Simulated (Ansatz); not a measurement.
# W (Tungsten): the cost of one run

Computed with Ansatz 0.2.0 (DFT, PBEsol, plane-wave PAW, default files, scalar-relativistic).

## 1. The structure to begin with

It takes space group Pm-3n (No. 223, cubic). Conventional cell: a = 5.083 Å, b = 5.083 Å, c = 5.083 Å, α = 90.00°, β = 90.00°, γ = 90.00°. Around W (site symmetry m-3) lie 12 W at 2.84 Å. W (site symmetry -4m2) is surrounded by 6 W at 2.54 to 2.84 Å.

Coordinates:

```xyz
8
Lattice="5.0830 0.0000 0.0000 0.0000 5.0830 0.0000 0.0000 0.0000 5.0830" Properties=species:S:1:pos:R:3 pbc="T T T"
W     0.0000    0.0000    0.0000
W     2.5415    2.5415    2.5415
W     0.0000    2.5415    1.2708
W     0.0000    2.5415    3.8123
W     1.2708    0.0000    2.5415
W     3.8123    0.0000    2.5415
W     2.5415    3.8123    0.0000
W     2.5415    1.2708    0.0000
```

The earlier run gave: no gap over 0.1 eV on the mesh, largest force 0.000 eV/Å, pressure -0.6 GPa.

Like atoms gathered into sites:

| site | atoms | first shell | V_zz (10²¹ V/m²) | η | C_Q (MHz) |
| --- | --- | --- | --- | --- | --- |
| W1 | 1, 2 | 12 W at 2.84 Å | 0.00 | – | – |
| W3 | 3, 4, 5, 6, … | 14 W at 2.54–3.11 Å | -6.40 | 0.00 | – |

C_Q = eQV_zz/h, which is 24.18 MHz for Q = 1 b and V_zz = 10²¹ V/m²; η = (V_xx − V_yy)/V_zz. Nuclear quadrupole moments: year-2017 set (Pyykkö). A dash under C_Q marks elements without a common quadrupolar isotope.

## 2. Functional PBEsol at the relaxed positions

Contents of input.yaml:

```yaml
crystal:
  lattice:
    - [5.083, 0.0, 0.0]
    - [0.0, 5.083, 0.0]
    - [0.0, 0.0, 5.083]
  atoms:
    - { symbol: W, position: [0.0, 0.0, 0.0] }
    - { symbol: W, position: [0.5, 0.5, 0.5] }
    - { symbol: W, position: [0.0, 0.5, 0.25] }
    - { symbol: W, position: [0.0, 0.5, 0.75] }
    - { symbol: W, position: [0.25, 0.0, 0.5] }
    - { symbol: W, position: [0.75, 0.0, 0.5] }
    - { symbol: W, position: [0.5, 0.75, 0.0] }
    - { symbol: W, position: [0.5, 0.25, 0.0] }
kpoints:
  mp_grid: { grid: [9, 9, 9] }
scf:
  occupations: { method: fermi_dirac, width: 0.05 }
hamiltonian:
  xc: pbesol
  pseudopotentials: { kind: paw }
output:
  forces: true
  stress: true
  populations: true
  efg: { contact_densities: true }
```

On the command line:

```sh
$ ansatz run input.yaml --threads 1 --pin off --max-ram 3072MiB --backend cpu --events-out ev --progress --plain --runs-dir out
```

What time and memory should one allow on 1 thread of Intel Xeon 6975P-C (Granite Rapids), shared host?

About 12 s, with a peak of 0.56 GiB.
